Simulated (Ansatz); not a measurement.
**YN: further runs on the relaxed cell**

The task here is to estimate one member of a computed series from the others.

Computed with Ansatz 0.2.0 (DFT PBEsol, scalar-relativistic, plane waves, PAW, unless a step's input says otherwise).

1 further run of the same task is left out (set aside as unsound or not needed).

## The starting structure

Symmetry: Fm-3m, No. 225, cubic system. The conventional cell has a = 4.856 Å, b = 4.856 Å, c = 4.856 Å, α = 90.00°, β = 90.00°, γ = 90.00°. Around Y (site symmetry m-3m) lie 6 N at 2.43 Å. N (site symmetry m-3m) has 6 Y at 2.43 Å as nearest neighbours.

Structure file:

```
CELL_PARAMETERS angstrom
0.00000 2.42816 2.42816
2.42816 0.00000 2.42816
2.42816 2.42816 0.00000
ATOMIC_POSITIONS crystal
Y 0.00000 0.00000 0.00000
N 0.50000 0.50000 0.50000
```

It is the result of an earlier relaxation at this level (volume 14.32 Å³/atom; gap on the mesh: 0.08 eV).

Set-up of the first run:

input.yaml reads:

```yaml
crystal:
  lattice:
    - [0.0, 2.4281564098, 2.4281564098]
    - [2.4281564098, 0.0, 2.4281564098]
    - [2.4281564098, 2.4281564098, 0.0]
  atoms:
    - { symbol: "Y", position: [0.0, 0.0, 0.0] }
    - { symbol: "N", position: [0.5, 0.5, 0.5] }
basis:
  ecutwfc: 420
kpoints:
  mp_grid: { grid: [12, 12, 12] }
  band_path:
    path:
      - [[0.0, 0.0, 0.0], [0.5, 0.0, 0.5], [0.625, 0.25, 0.625]]
      - [[0.375, 0.375, 0.75], [0.0, 0.0, 0.0], [0.5, 0.5, 0.5], [0.5, 0.25, 0.75], [0.5, 0.0, 0.5]]
    npoints: 14
hamiltonian:
  xc: pbesol
scf:
  occupations: { method: gaussian, width: 0.01 }
  n_extra_bands: 6
output:
  forces: true
  stress: true
  eigenvalues: true
  populations: true
  dos: { projected: true, de: 0.02, nscf_kmesh: { grid: [18, 18, 18] } }
  bader: true
```

Launch:

```
ansatz run input.yaml --threads 1 --pin off --max-ram 2560MiB --backend cpu --events-out ev --progress --plain --runs-dir out
```

Among the steps run: Electronic structure at the relaxed geometry; Band edges anywhere in the zone; Levels beside the edges; The cell as listed, for comparison; Volume × 0.97; Volume × 1.03; The cell scaled to 0.94 of its volume; The cell scaled to 1.06 of its volume; Point at V/V0 = 0.91; Point at V/V0 = 1.10; Volume × 0.88.

One table of the session follows, with a row left open; its other results are not shown here.

It belongs to the step «Energy against volume». 

```
volume (Å³/atom)  energy above the lowest point (meV/atom)  pressure (GPa)  gap on the mesh (eV)
          12.598                                     137.1           28.57                  0.00
          13.028                                      72.8           19.65                  0.00
          13.457                                      30.6           12.03                  0.00
          13.887                                         ?               ?                     ?
          14.316                                       0.0            0.00                  0.08
          14.746                                       6.5           -4.76                  0.13
          15.175                                      24.9           -8.83                  0.18
          15.748                                      64.8          -13.35                  0.24
```

**Question.** Estimate the row for volume (Å³/atom) = 13.887.

Worked estimate for «energy above the lowest point (meV/atom)». A straight line through the neighbours (13.457, 30.6) and (14.316, 0.0) gives 30.6 + (0.0 − 30.6) × (13.887 − 13.457) / (14.316 − 13.457) = 15.3; a parabola fitted to 4 rows on both sides gives 7.2.

As computed: energy above the lowest point (meV/atom): 7.3; pressure (GPa): 5.56; gap on the mesh (eV): 0.02. In «energy above the lowest point (meV/atom)» the line misses by +8.0 and the parabola by -0.1.
